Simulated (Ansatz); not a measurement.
Sn: tetragonal deformation path

These are results of DFT PBEsol, scalar-relativistic, plane waves, PAW (Ansatz 0.2.0), not measurements. The runs took a 420 eV cutoff, a Γ-centred 20×20×20 mesh and Gaussian smearing (0.15 eV). No spin polarisation. Energies are free energies at this smearing, counted from the undisturbed cell; pressure is positive in compression.

Zero of the scan (as given, not relaxed at this level; it stands at -2.2 GPa; this bcc form isn't the usual structure):

```xyz
1
Lattice="-1.8947 1.8947 1.8947 1.8947 -1.8947 1.8947 1.8947 1.8947 -1.8947" Properties=species:S:1:pos:R:3 pbc="T T T"
Sn    0.0000    0.0000    0.0000
```

At fixed volume and fractional coordinates, lengths along (0.000, 0.000, 1.000) are scaled against those across it; ρ is that ratio over its starting value. The cell is metallic on the mesh throughout. At ρ = 1.414 the cell becomes cubic (Fm-3m), and there the slope of the energy vanishes by symmetry.

```tsv
ρ	ΔE (meV/atom)
0.650	160.6
0.707	53.8
0.780	-0.2
0.850	-11.4
0.920	-7.6
1.000	0.0
1.100	-5.8
1.200	-7.8
1.300	-9.4
1.414	-7.1
1.500	-8.1
```

Problem. Predict the pressure (GPa) at each point.

Solution.
| ρ | pressure (GPa) |
| --- | --- |
| 0.650 | 3.0 |
| 0.707 | 0.6 |
| 0.780 | -1.0 |
| 0.850 | -1.7 |
| 0.920 | -2.0 |
| 1.000 | -2.2 |
| 1.100 | -1.9 |
| 1.200 | -1.6 |
| 1.300 | -1.4 |
| 1.414 | -1.3 |
| 1.500 | -1.4 |